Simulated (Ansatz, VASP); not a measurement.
# One calculation of NaF, two programs

```
Na F
1.0
     0.00000    2.21491    2.21491
     2.21491    0.00000    2.21491
     2.21491    2.21491    0.00000
Na F
1 1
Direct
  0.00000 0.00000 0.00000
  0.50000 0.50000 0.50000
```

Alike in both runs: functional PBE; k mesh 10 × 10 × 10; occupations gaussian, width 0.02 eV; no spin polarisation.

Ansatz relaxed the structure, and its values are those at the end. VASP's run is a single point on that final structure, the one shown.

```csv
,VASP,Ansatz
version,VASP 6.6.1,Ansatz 0.2.0
potentials or method,"VASP PAW PBE potentials, release 64 (Na_pv, F)","scalar-relativistic, plane waves, PAW"
plane-wave cutoff (eV),520,420
valence electrons in the cell,14,16
```

|  | VASP | Ansatz | Ansatz less VASP |
| --- | --- | --- | --- |
| gap on the k mesh at the Fermi level (eV) | 7.10 | 7.12 | +0.019 |
| least direct gap on the mesh (eV) | 7.10 | 7.12 | +0.019 |
| pressure (GPa) | 12.1 | 12.0 | -0.06 |

The functional is the same, so the differences come from potentials, cutoffs and numerics. The two sets of potentials don't hold the same shells in valence.

A k mesh can miss the band edges.
